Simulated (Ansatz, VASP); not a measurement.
# HfC in VASP and in Ansatz

```
CELL_PARAMETERS angstrom
0.00000 2.52161 2.52161
2.52161 0.00000 2.52161
2.52161 2.52161 0.00000
ATOMIC_POSITIONS crystal
Hf 0.75000 0.75000 0.75000
C 0.00000 0.00000 0.00000
```

Change from the starting cell: ordered vacancies on the cation sites of antifluorite (F-43m, No. 216).

Alike in both runs: functional PBE; k mesh 6 × 6 × 6; occupations gaussian, width 0.1 eV; no spin polarisation.

Ansatz relaxed the structure, and its values are those at the end. VASP's run is a single point on that final structure, the one shown.

```csv
,VASP,Ansatz
version,VASP 6.6.1,Ansatz 0.2.0
potentials or method,"VASP PAW PBE potentials, release 64 (Hf_pv, C)","scalar-relativistic, plane waves, PAW"
plane-wave cutoff (eV),520,420
valence electrons in the cell,14,30
```

|  | VASP | Ansatz | Ansatz less VASP |
| --- | --- | --- | --- |
| gap on the k mesh at the Fermi level (eV) | 0.35 | 0.35 | -0.003 |
| least direct gap on the mesh (eV) | 0.35 | 0.35 | -0.003 |
| pressure (GPa) | -0.4 | 0.0 | +0.37 |

The two sets of potentials don't hold the same shells in valence.

Caveats: spin-orbit coupling is left out, which moves the levels of the heavy elements.
